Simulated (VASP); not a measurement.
VASP inputs for BeTe (strained zincblende)

INCAR

```
ISIF = 2
NSW = 0
GGA = PE
LASPH = .TRUE.
IBRION = -1
LCHARG = .FALSE.
NELM = 120
LREAL = .FALSE.
ISMEAR = -1
ENCUT = 520
LWAVE = .FALSE.
SIGMA = 0.02
EDIFF = 1E-7
PREC = Accurate
NBANDS = 11
```

KPOINTS

```
KPOINTS created by Atomic Simulation Environment
0
Gamma
8 8 8
0 0 0
```

KPOINTS_OPT

```
special points
7
Reciprocal
0.0000000000 0.0000000000 0.0000000000 1
-0.5000000000 -0.5000000000 0.0000000000 1
-0.3750000000 -0.3750000000 0.2500000000 1
-0.3750000000 0.0000000000 0.3750000000 1
0.0000000000 0.0000000000 0.5000000000 1
-0.5000000000 -0.2500000000 0.2500000000 1
0.0000000000 0.5000000000 0.5000000000 1
```

POSCAR

```
Be Te
 1.0000000000000000
     0.0000000000000000    2.7720511529000000    2.8705193947000001
     2.7720511529000000    0.0000000000000000    2.8705193947000001
     2.7720511529000000    2.7720511529000000    0.0000000000000000
 Be  Te
   1   1
Cartesian
  0.0000000000000000  0.0000000000000000  0.0000000000000000
  1.3860255764500000  1.3860255764500000  1.4352596973500000
```

VASP ran with the recommended PBE PAW datasets (8 valence electrons in the cell).

Q: What does this run give?

A: gap between bands v and c 1.80 eV; least direct gap 3.51 eV; pressure 1.9 GPa.

Band v is the last that the valence electrons fill when counted band by band, and c is the next. Levels in eV from the top of v:

```tsv
point	v−1	v	c	c+1
Γ	0.00	0.00	3.51	3.51
X	-2.59	-2.59	2.04	2.78
K	-4.01	-2.42	2.53	5.07
L	-1.37	-1.07	2.99	4.46
W	-3.81	-3.34	5.28	5.56
```
